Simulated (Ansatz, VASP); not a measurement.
Si: VASP beside Ansatz

```
CELL_PARAMETERS angstrom
3.85120 0.00000 0.00000
-1.92560 3.33524 0.00000
0.00000 0.00000 6.33079
ATOMIC_POSITIONS crystal
Si 0.33333 0.66667 0.99965
Si 0.66667 0.33333 0.49965
Si 0.33333 0.66667 0.37435
Si 0.66667 0.33333 0.87435
```

Change from the starting cell: strained cell.

Alike in both runs: functional r2SCAN; k mesh 9 × 9 × 4; occupations gaussian, width 0.02 eV; no spin polarisation.

Ansatz relaxed the structure, and its values are those at the end. VASP's run is a single point on that final structure, the one shown.

|  | VASP | Ansatz |
| --- | --- | --- |
| version | VASP 6.6.1 | Ansatz 0.2.0 |
| potentials or method | VASP PAW PBE potentials, release 64 (Si) | scalar-relativistic, plane waves, PAW |
| plane-wave cutoff (eV) | 520 | 500 |
| valence electrons in the cell | 16 | 16 |

```tsv
	VASP	Ansatz	Ansatz less VASP
gap on the k mesh at the Fermi level (eV)	0.66	0.64	-0.013
least direct gap on the mesh (eV)	1.28	1.27	-0.012
pressure (GPa)	-1.0	-0.8	+0.21
```

Ansatz warned: «stress_scf_threshold_loose».

Caveats: the PAW data sets were made with another functional, which shifts forces and pressure a little (VASP); an odd mesh through Γ misses points on the zone boundary, where band edges often lie.
